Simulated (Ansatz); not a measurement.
## YN: equation of state with LDA

Crystal: YN.

```
Y N
1.0
     0.00000    2.50187    2.50187
     2.50187    0.00000    2.50187
     2.50187    2.50187    0.00000
Y N
1 1
Direct
  0.00000 0.00000 0.00000
  0.50000 0.50000 0.50000
```

The cell isn't the ideal one: volume scaled by 1.08.

| Quantity | Value |
| --- | --- |
| Program | Ansatz 0.2.0 |
| Task | equation of state |
| Functional | LDA |
| Potentials or basis | PseudoDojo standard |
| Cutoff | 1143 eV |
| Density cutoff | 4572 eV |
| k mesh | 9 × 9 × 9 |
| Occupations | methfessel-paxton, width 0.01 eV |
| Spin | no spin polarisation |

The equilibrium volume is 14.00 Å³/atom (rough: see the caveat). The bulk modulus is 184 GPa (rough).

Energy against volume, from the lowest point:
| volume (Å³/atom) | energy (meV/atom) |
| --- | --- |
| 14.720 | 0.00 |
| 15.034 | 19.01 |
| 15.347 | 43.48 |
| 15.660 | 72.78 |
| 15.973 | 106.39 |
| 16.286 | 143.82 |
| 16.600 | 184.63 |

All runs of the series together: 22 s on 1 thread of Arm Neoverse V1, on a shared host.

Caveat: the minimum lies outside the volumes run.
